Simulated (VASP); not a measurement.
Ir, 2 atoms in the cell. It takes space group P6_3/mmc (No. 194, hexagonal). The conventional cell has a = 2.718 Å, b = 2.718 Å, c = 4.439 Å, α = 90.00°, β = 90.00°, γ = 120.00°. Around Ir (site symmetry -6m2) lie 12 Ir at 2.72 Å. This isn't the form of Ir at room conditions, which is fcc.

| Property | Result |
| --- | --- |
| Program | VASP 6.6.1 |
| Task | relaxation of cell and atoms |
| Functional | PBE |
| Potentials or basis | VASP PAW PBE potentials, release 64 (Ir) |
| Cutoff | 600 eV |
| k mesh | 18 × 18 × 10 |
| Occupations | gaussian, width 0.1 eV |
| Spin | no spin polarisation |
| Further INCAR settings | ALGO = Normal; EDIFF = 1e-07; IBRION = 2; EDIFFG = -0.005; NSW = 90; ISIF = 3 |

Potentials or basis: VASP PAW PBE potentials, release 64 (Ir).

The run is started by

```sh
$ cat potpaw_PBE.64/Ir/POTCAR > POTCAR
$ mpirun -np 1 vasp_std > vasp.out
```

Hardware: 1 thread of Intel(R) Xeon(R) Platinum 8488C (Sapphire Rapids), with other jobs on the host.

Estimate the wall time of this run.

Wall time 5.2 min on 1 thread of Intel(R) Xeon(R) Platinum 8488C (Sapphire Rapids), with other jobs on the host, peak memory 0.24 GiB. Counts: scf iterations 62, k points 222, ion steps 9.
